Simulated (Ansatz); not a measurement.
# Calculated ¹¹B NMR of the central transition for B5H9

Cell: a structure deposited in the COD, its atoms then relaxed with PBE in this cell.

```cif
data_B5H9
_symmetry_space_group_name_H-M 'I4mm'
_symmetry_Int_Tables_number 107
_cell_length_a 7.1600
_cell_length_b 7.1600
_cell_length_c 5.3800
_cell_angle_alpha 90.000
_cell_angle_beta 90.000
_cell_angle_gamma 90.000
loop_
_atom_site_label
_atom_site_type_symbol
_atom_site_symmetry_multiplicity
_atom_site_Wyckoff_symbol
_atom_site_fract_x
_atom_site_fract_y
_atom_site_fract_z
B1 B 2 a 0.0000 0.0000 0.2286
B2 B 8 d 0.1763 0.0000 0.0191
H6 H 8 d 0.8412 0.5000 0.5443
H10 H 2 a 0.0000 0.0000 0.4495
H11 H 8 c 0.1336 0.1336 0.8514
```

One atom of each set is listed; the run and its k-mesh use a cell of 14 atoms with edges of 5.73, 5.73, 5.73 Å.

All values are calculated (Ansatz; DFT, r2SCAN, plane waves and PAW, scalar-relativistic, 500 eV cutoff, Γ-centred 7×7×7 k-points, Fermi–Dirac smearing 0.05 eV), not measured.

¹¹B has I = 3/2 and Q = 40.59 mb (Pyykkö 2018); at 14.1 T its Larmor frequency is ν₀ = 192.6 MHz. Only the quadrupole interaction is simulated: positions count from each site's isotropic chemical shift, and J coupling is left out, as are shift anisotropy and dipolar coupling, which fast spinning averages.

**Question.** Give C_Q, η, the quadrupolar product P_Q = |C_Q|(1 + η²/3)^½, the second-order isotropic shift and the breadth of the pattern (fast magic-angle spinning) for each B site.

**Answer.** 

| site | first shell | C_Q (MHz) | η | P_Q (MHz) | δ_QIS (ppm) | breadth (kHz) |
| --- | --- | --- | --- | --- | --- | --- |
| B1 | 1 H at 1.19 Å, 4 B at 1.69 Å | -0.451 | 0.00 | 0.451 | -0.137 | 0.0566 |
| B2 | 3 H at 1.19–1.35 Å, 3 B at 1.69–1.78 Å | -1.91 | 0.48 | 1.98 | -2.64 | 1.18 |

δ_QIS = −(ν_Q²/30ν₀²)[I(I+1) − 3/4](1 + η²/3) × 10⁶ ppm with ν_Q = 3|C_Q|/[2I(2I−1)]; it falls as 1/B₀² in ppm, and the breadth as 1/B₀ in kHz.

An axis of threefold or higher order runs through B1, so V_zz lies along it and η is zero.
